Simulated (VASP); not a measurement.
## SiO2 in VASP 6.6.1, single-point calculation

INCAR

```
IBRION = -1
IVDW = 11
SIGMA = 0.02
LASPH = .TRUE.
ISMEAR = -1
NBANDS = 25
NELM = 120
PREC = Accurate
LREAL = .FALSE.
ISIF = 2
GGA = PE
ENCUT = 520
LCHARG = .FALSE.
EDIFF = 1E-7
NSW = 0
LWAVE = .FALSE.
```

KPOINTS

```
KPOINTS created by Atomic Simulation Environment
0
Gamma
6 6 10
0 0 0
```

POSCAR

```
Si O
 1.0000000000000000
     4.1851887985999996    0.0000000000000000    0.0000000000000000
     0.0000000000000000    4.1851887985999996    0.0000000000000000
     0.0000000000000000    0.0000000000000000    2.6955282898999999
 Si  O
   2   4
Cartesian
  0.0000000000000000  0.0000000000000000  0.0000000000000000
  2.0925943992999998  2.0925943992999998  1.3477641449500002
  1.2810905141069575  1.2810905141069575  0.0000000000000000
  0.8115038851930421  3.3736849134069575  1.3477641449500002
  3.3736849134069575  0.8115038851930421  1.3477641449500002
  2.9040982844930419  2.9040982844930419  0.0000000000000000
```

The recommended PBE PAW datasets give the neutral cell 32 valence electrons.

Command

```
mpirun -np 1 vasp_std
```

How does this run end, and what does it give?

It converged. Results: gap between bands v and c on the k mesh 5.33 eV; least direct gap on the k mesh 5.33 eV; pressure 3.1 GPa; largest force 0.09 eV/Å. Band v is the last that the valence electrons fill when counted band by band, and c is the next.

OSZICAR

```
N       E                     dE             d eps       ncg     rms          rms(c)
DAV:   1     0.134396600468E+03    0.13440E+03   -0.17681E+04  3024   0.123E+03
DAV:   2    -0.440651561026E+02   -0.17846E+03   -0.17090E+03  3800   0.279E+02
DAV:   3    -0.508698150964E+02   -0.68047E+01   -0.67786E+01  4010   0.522E+01
DAV:   4    -0.509131320698E+02   -0.43317E-01   -0.43304E-01  3465   0.482E+00
DAV:   5    -0.509134829502E+02   -0.35088E-03   -0.35082E-03  4030   0.411E-01    0.173E+01
DAV:   6    -0.462250316154E+02    0.46885E+01   -0.13185E+01  3812   0.244E+01    0.790E+00
DAV:   7    -0.462717963914E+02   -0.46765E-01   -0.79250E-01  3814   0.508E+00    0.291E+00
DAV:   8    -0.462854363092E+02   -0.13640E-01   -0.26548E-02  3745   0.140E+00    0.109E+00
DAV:   9    -0.462919706132E+02   -0.65343E-02   -0.97234E-03  3824   0.825E-01    0.262E-01
DAV:  10    -0.462921762197E+02   -0.20561E-03   -0.46796E-04  3766   0.153E-01    0.432E-02
DAV:  11    -0.462921563945E+02    0.19825E-04   -0.80776E-05  3875   0.647E-02    0.759E-03
DAV:  12    -0.462921572370E+02   -0.84255E-06   -0.50082E-06  3716   0.160E-02    0.319E-03
DAV:  13    -0.462921573427E+02   -0.10565E-06   -0.44546E-07  3896   0.475E-03    0.362E-03
DAV:  14    -0.462921573317E+02    0.10930E-07   -0.10839E-08  2418   0.730E-04
   1 F= -.47210257E+02 E0= -.47210257E+02  d E =-.206748E-11
```

For comparison, a separate PBE run of the intended cell, on usual settings and not on those above, gives a gap of 5.33 eV on its mesh and a pressure of 6.0 GPa.
